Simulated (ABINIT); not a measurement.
Wanted: the native input for an ABINIT 10.8.3 (patched build) run.

```
Task                : single point
Functional          : PBE
Potentials or basis : JTH PAW PBE v2.0
Cutoff              : 626 eV
k mesh              : 6 × 6 × 6
Occupations         : fermi-dirac, width 0.05 eV
Spin                : no spin polarisation
Fine-grid cutoff    : 1224.51 eV
```

The system is SiO2.

```
Si O
1.0
    -2.62334    4.77675    4.44167
     2.62334   -4.77675    4.44167
     2.62334    4.77675   -4.44167
Si O
4 8
Direct
  0.26034 0.84494 0.41540
  0.07045 0.15506 0.91540
  0.73966 0.15506 0.58460
  0.92955 0.84494 0.08460
  0.50000 0.00000 0.50000
  0.00000 0.00000 0.00000
  0.79318 0.00000 0.29318
  0.20682 0.50000 0.20682
  0.20682 0.00000 0.70682
  0.79318 0.50000 0.79318
  0.86931 0.11931 0.75000
  0.13069 0.88069 0.25000
```

The cell comes from a database or a generator and needn't be the stable form of this composition.

These files were run (other wordings do the same):

run.abi

```
# Pseudopotentials
pp_dirpath "./"
pseudos "Si.GGA_PBE-JTH.xml, O.GGA_PBE-JTH.xml"

# Structure
acell 3*1.0 Angstrom
rprim
    -2.6233364600     4.7767535050     4.4416747250
     2.6233364600    -4.7767535050     4.4416747250
     2.6233364600     4.7767535050    -4.4416747250
ntypat 2
znucl 14 8
natom 12
typat 1 1 1 1 2 2 2 2 2 2 2 2
xred
     0.2603409800     0.8449448900     0.4153960900
     0.0704512000     0.1550551100     0.9153960900
     0.7396590200     0.1550551100     0.5846039100
     0.9295488000     0.8449448900     0.0846039100
     0.5000000000     0.0000000000     0.5000000000
     0.0000000000     0.0000000000     0.0000000000
     0.7931754100     0.0000000000     0.2931754100
     0.2068245900     0.5000000000     0.2068245900
     0.2068245900     0.0000000000     0.7068245900
     0.7931754100     0.5000000000     0.7931754100
     0.8693111300     0.1193111300     0.7500000000
     0.1306888700     0.8806888700     0.2500000000
chkprim 0
chksymtnons 0
tolsym 1.0e-6

# Plane-wave basis
ecut 23.0
pawecutdg 45.0
pawxcdev 0
pawovlp 30

# k points
kptopt 1
ngkpt 6 6 6
nshiftk 1
shiftk 0.0 0.0 0.0

# Exchange and correlation
ixc 11

# Bands and occupations
nband 40
occopt 3
tsmear 0.00183747

# SCF cycle
nstep 100
tolvrs 1.0e-9

# Output
iomode 3
prtwf 0
prteig 0
prtebands 0
enunit 2
prtden 1
prtvha 1
prtvclmb 1
prtpot 1
```

Potentials or basis: JTH PAW PBE v2.0.

Command:

```bash
$ mpirun --bind-to none -np 4 abinit run.abi > log 2>&1
```

Results of the run:

```json
{
  "Pressure": "2.0 GPa",
  "Largest force": "0.189 eV/Å",
  "Band gap on the k mesh": "5.48 eV, direct"
}
```

Caveat: the atomic spheres overlap.

Wall time 5.5 min on 4 MPI ranks on Arm Neoverse V2, with other jobs on the host, peak memory 1.5 GiB a rank.
